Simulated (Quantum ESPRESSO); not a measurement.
AlN: phonons with vdW-DF-cx

The system is AlN.

```xyz
4
Lattice="3.1130 0.0000 0.0000 -1.5565 2.6959 0.0000 0.0000 0.0000 4.9810" Properties=species:S:1:pos:R:3 pbc="T T T"
Al    1.5565    0.8986    2.4905
Al    0.0000    1.7973    0.0000
N     1.5565    0.8986    4.3833
N     0.0000    1.7973    1.8928
```

```json
{"Program": "Quantum ESPRESSO 7.5", "Task": "phonons", "Functional": "vdW-DF-cx", "Potentials or basis": "PseudoDojo 0.4.1 SR PBE standard", "Cutoff": "1143 eV", "Density cutoff": "4572 eV", "k mesh": "6 × 6 × 4, shifted", "Occupations": "fermi-dirac, width 0.05 eV", "Spin": "no spin polarisation", "Mixing beta": "0.5", "Most SCF iterations": "120", "SCF threshold": "8e-10 Ry"}
```

```
Relaxed volume                                          : 10.55 Å³/atom
Relaxed cell                                            : a = 3.121 Å, b = 3.121 Å, c = 5.001 Å, α = 90.00°, β = 90.00°, γ = 120.00°
Space group after relaxing (to 0.05 Å)                  : P6_3mc (No. 186)
Pressure after relaxing                                 : 0.0 GPa
Electronic dielectric tensor (diagonal)                 : 4.48, 4.48, 4.64
Born charges (mean of the diagonal)                     : Al +2.56; N -2.57 e
Highest phonon frequency at Γ, LO-TO splitting left out : 715 cm⁻¹
Static dielectric tensor (diagonal)                     : 8.08, 8.08, 9.48
```

The path:
| step | energy change (eV) | largest force (eV/Å) | pressure (GPa) | volume (Å³) |
| --- | --- | --- | --- | --- |
| 1 | 0.0000 | 0.1345 | 1.93 | 41.80 |
| 2 | -0.0036 | 0.0200 | -0.06 | 42.21 |
| 3 | -0.0036 | 0.0131 | -0.02 | 42.20 |
| 4 | -0.0036 | 0.0078 | -0.01 | 42.20 |
| 5 | -0.0037 | 0.0006 | 0.00 | 42.20 |
| 6 | -0.0037 | 0.0000 | 0.00 | 42.20 |

Final structure:
```cif
data_structure
_symmetry_space_group_name_H-M 'P 1'
_symmetry_Int_Tables_number 1
_cell_length_a 3.1214
_cell_length_b 3.1214
_cell_length_c 5.0008
_cell_angle_alpha 90.000
_cell_angle_beta 90.000
_cell_angle_gamma 120.000
_cell_volume 42.20
loop_
_atom_site_label
_atom_site_type_symbol
_atom_site_fract_x
_atom_site_fract_y
_atom_site_fract_z
_atom_site_occupancy
Al1 Al 0.66667 0.33333 0.49914 1
Al2 Al 0.33333 0.66667 0.99914 1
N1 N 0.66667 0.33333 0.88086 1
N2 N 0.33333 0.66667 0.38086 1
```

Levels at points of the mesh, in eV from the valence-band top:
| k point | band 4 | band 5 | band 6 | band 7 | band 8 | band 9 | band 10 | band 11 | band 12 | band 13 |
| --- | --- | --- | --- | --- | --- | --- | --- | --- | --- | --- |
| (0.00, 0.00, 0.12) | -0.60 | -0.60 | -0.12 | 0.00 | 0.00 | 4.64 | 6.86 | 10.63 | 11.30 | 11.30 |

Phonon frequencies in cm⁻¹ (negative: imaginary):
| q point | frequencies |
| --- | --- |
| (0.000, 0.000, 0.000) | -4 -4 -2 235 235 543 610 655 655 666 666 715 |

Electronic dielectric tensor:
```
4.48 0.00 0.00
0.00 4.48 0.00
0.00 0.00 4.64
```

Born effective charge tensors (e):
atom 1, Al
```
2.50 0.00 0.00
0.00 2.50 0.00
0.00 0.00 2.67
```
atom 2, Al
```
2.50 0.00 0.00
0.00 2.50 0.00
0.00 0.00 2.67
```
atom 3, N
```
-2.52  0.00  0.00
 0.00 -2.52  0.00
 0.00  0.00 -2.67
```
atom 4, N
```
-2.52  0.00  0.00
 0.00 -2.52  0.00
 0.00  0.00 -2.67
```

Optical modes at Γ, degenerate ones joined, polar ones without the macroscopic field:
```tsv
cm⁻¹	components	symmetry	active in	IR intensity, summed ((D/Å)²/amu)
235	2	E2	Raman	0.00
544	1	B1	silent	0.00
610	1	A1	IR and Raman	35.61
655	2	E2	Raman	0.00
666	2	E1	IR and Raman	63.14
715	1	B1	silent	0.00
```

Zone-centre frequencies without and with the macroscopic field along z (cm⁻¹):
|  | optical modes in rising order |
| --- | --- |
| without | 235 235 544 610 655 655 666 666 715 |
| with the field | 235 235 544 655 655 666 666 715 872 |

Static dielectric tensor, electrons and zone-centre modes:
```
8.08 0.00 0.00
0.00 8.08 0.00
0.00 0.00 9.48
```

It took 10 min on 1 thread of Arm Neoverse V2, with other jobs on the host, peak memory 0.2 GiB.

Caveat: the potentials were made for another functional, which shifts forces and pressure.
